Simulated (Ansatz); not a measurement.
FePt (Tetraferroplatinum) in Ansatz: the effect of starting spin order

The system is FePt (Tetraferroplatinum).

```xyz
2
Lattice="2.7235 0.0000 0.0000 0.0000 2.7235 0.0000 0.0000 0.0000 3.7200" Properties=species:S:1:pos:R:3 pbc="T T T"
Pt    1.3618    1.3618    1.8600
Fe    0.0000    0.0000    0.0000
```

Alike in all runs:

- Program: Ansatz 0.2.0
- Task: single point
- Functional: PBE
- Potentials or basis: Ansatz PAW
- Cutoff: 420 eV (not typed: the program's choice for these potentials)
- k mesh: 10 × 10 × 7
- Occupations: fermi-dirac, width 0.05 eV

```csv
starting spin order,spin,starting moments,energy over the lowest run (meV/atom),pressure (GPa),final net moment (μB),final largest site moment (μB)
spin off,no spin polarisation,-,?,?,?,?
fm,"collinear spin, ferromagnetic start","[0.0, 3.0] μB",0.0,3.4,3.28,2.95
random,"collinear spin, random start","[0.0, -1.84] μB",0.0,3.4,-3.28,2.95
```

Q: What does the run with starting spin order spin off give?

A: Energy over the lowest run 370.3 meV/atom; pressure -13.0 GPa; final net moment 0.00 μB; final largest site moment 0.00 μB.
